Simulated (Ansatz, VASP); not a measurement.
# AlNi: VASP beside Ansatz

```xyz
2
Lattice="2.8624 0.0000 0.0000 0.0000 2.8624 0.0000 0.0000 0.0000 2.8624" Properties=species:S:1:pos:R:3 pbc="T T T"
Al    0.0000    0.0000    0.0000
Ni    1.4312    1.4312    1.4312
```

Alike in both runs: functional PBEsol; k mesh 14 × 14 × 14; occupations gaussian, width 0.1 eV; no spin polarisation.

Ansatz relaxed the structure, and its values are those at the end. VASP's run is a single point on that final structure, the one shown.

```csv
,VASP,Ansatz
version,VASP 6.6.1,Ansatz 0.2.0
potentials or method,"VASP PAW PBE potentials, release 64 (Al, Ni)","scalar-relativistic, plane waves, PAW"
plane-wave cutoff (eV),520,420
valence electrons in the cell,13,21
```

|  | VASP | Ansatz | Ansatz less VASP |
| --- | --- | --- | --- |
| gap on the k mesh at the Fermi level (eV) | none | none | - |
| pressure (GPa) | 0.1 | 0.0 | -0.14 |

A gap of «none» marks a metal or a gap that the smearing closes. The functional is the same, so the differences come from potentials, cutoffs and numerics. The two sets of potentials don't hold the same shells in valence.

Caveats: the PAW data sets were made with another functional, which shifts forces and pressure a little (VASP). Spin polarisation is off, so any magnetic state and its effect on volume and gap are missing.
